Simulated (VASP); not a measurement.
Input of a VASP 6.6.1 run:

The input INCAR:

```
SYSTEM = Si
ALGO     = Fast           ! electronic algorithm
EDIFF    = 1E-7           ! SCF threshold, eV
ENCUT    = 350            ! plane-wave cutoff, eV
GGA      = PE             ! functional
ISIF     = 2              ! what is computed and relaxed
ISMEAR   = 0              ! smearing method
LASPH    = .True.         ! aspherical terms in the spheres
LCHARG   = .False.        ! write CHGCAR
LREAL    = .False.        ! projectors in reciprocal space
LWAVE    = .False.        ! write WAVECAR
NELM     = 80             ! most SCF steps
PREC     = Accurate       ! precision mode
SIGMA    = 0.02           ! smearing width, eV
```

KPOINTS

```
k-points
0
Gamma
  4 4 4
  0 0 0
```

File POSCAR:

```
Si
1.0
    0.0000000000      2.7218511865      2.7218511865
    2.7218511865      0.0000000000      2.7218511865
    2.7218511865      2.7218511865      0.0000000000
Si
2
Direct
    0.5000000000      0.5000000000      0.5000000000
    0.7500000000      0.7500000000      0.7500000000
```

Potentials or basis: VASP PAW PBE potentials, release 64 (Si_GW).

Command:

```bash
$ cat potpaw_PBE.64/Si_GW/POTCAR > POTCAR
$ mpirun -np 1 vasp_std > vasp.out
```

(1) Estimate the band gap on the k mesh.

(2) Predict the pressure.

Answers

(1) 0.71 eV, indirect (least direct gap 2.54 eV).

(2) 1.9 GPa.

Caveat: the k mesh is coarse (spacing up to 0.50 Å⁻¹), so the values aren't converged.
